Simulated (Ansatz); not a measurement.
# One atom moved along a line in C

Method: DFT LDA, scalar-relativistic, plane waves, PAW (Ansatz 0.2.0). The runs took a 420 eV cutoff, a Γ-centred 12×12×10 mesh and Gaussian smearing (0.15 eV). No spin polarisation. Energies are free energies at this smearing, counted from the undisturbed cell; pressure is positive in compression.

The undisturbed cell (relaxed at this level; this form isn't the usual structure):

```xyz
10
Lattice="4.7750 0.0000 0.0000 -2.3875 4.1352 0.0000 0.0000 0.0000 4.1320" Properties=species:S:1:pos:R:3 pbc="T T T"
C     2.3875    1.3784    0.7581
C     0.0000    2.7568    0.7581
C     2.3875    1.3784    3.3739
C     0.0000    2.7568    3.3739
C     1.1937    2.0676    1.4029
C    -1.1937    2.0676    1.4029
C     2.3875    0.0000    1.4029
C     1.1937    2.0676    2.7290
C     2.3875    0.0000    2.7290
C    -1.1937    2.0676    2.7290
```

Atom 5 (C) is moved by x along the Cartesian unit vector (0.707, -0.707, 0.000); the cell and all other atoms stay fixed. The cell is metallic on the mesh throughout.

| x (Å) | ΔE (meV/cell) | force along x on the moved atoms (eV/Å) | pressure (GPa) |
| --- | --- | --- | --- |
| -0.1000 | 225.0 | 4.54 | 0.7 |
| -0.0600 | 80.6 | 2.69 | 0.2 |
| 0.0000 | 0.0 | 0.00 | 0.0 |
| 0.0800 | 143.6 | -3.61 | 0.4 |